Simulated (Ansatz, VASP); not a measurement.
**HfS2 in VASP and in Ansatz**

```
Hf S
1.0
     3.63966    0.00000    0.00000
    -1.81983    3.15204    0.00000
     0.00000    0.00000    6.05556
Hf S
1 2
Cartesian
  0.0000 0.0000 0.0000
  0.0000 2.1014 1.4294
  1.8198 1.0507 4.6262
```

The cell is a database's computed one.

Alike in both runs: task single point; functional PBEsol; k mesh 8 × 8 × 5; occupations fermi-dirac, width 0.05 eV; no spin polarisation.

```csv
,VASP,Ansatz
version,VASP 6.6.1,Ansatz 0.2.0
potentials or method,"VASP PAW PBE potentials, release 64 (Hf_pv, S)",Ansatz PAW
plane-wave cutoff (eV),520,420
valence electrons in the cell,22,38
```

Ansatz gave:

| Quantity | Value |
| --- | --- |
| gap on the k mesh at the Fermi level (eV) | 1.11 |
| least direct gap on the mesh (eV) | 1.83 |
| pressure (GPa) | -1.5 |
| largest component of the traceless stress (GPa) | 1.12 |
| rms of the force components (eV/Å) | 0.006 |

Task: What did VASP give for the same quantities?

Result: gap on the k mesh at the Fermi level (eV): 1.13; least direct gap on the mesh (eV): 1.85; pressure (GPa): -1.9; largest component of the traceless stress (GPa): 1.19; rms of the force components (eV/Å): 0.032.

Atom by atom the forces differ by 0.025 eV/Å (rms over components). The functional is the same, so the differences come from potentials, cutoffs and numerics. The two sets of potentials don't hold the same shells in valence.

Caveats: spin-orbit coupling is left out, which moves the levels of the heavy elements; this functional lacks dispersion, which binds the layers, so the pressure and a relaxed spacing across them are unreliable; the PAW data sets were made with another functional, which shifts forces and pressure a little (VASP); an odd mesh through Γ misses points on the zone boundary, where band edges often lie (VASP); odd divisions of the mesh miss points on the zone boundary, where band edges often lie, so the gap on the mesh can be too wide (Ansatz); the PAW data sets come from PBE, with cores solved anew for the run's functional, which leaves a small shift of forces and pressure (Ansatz).
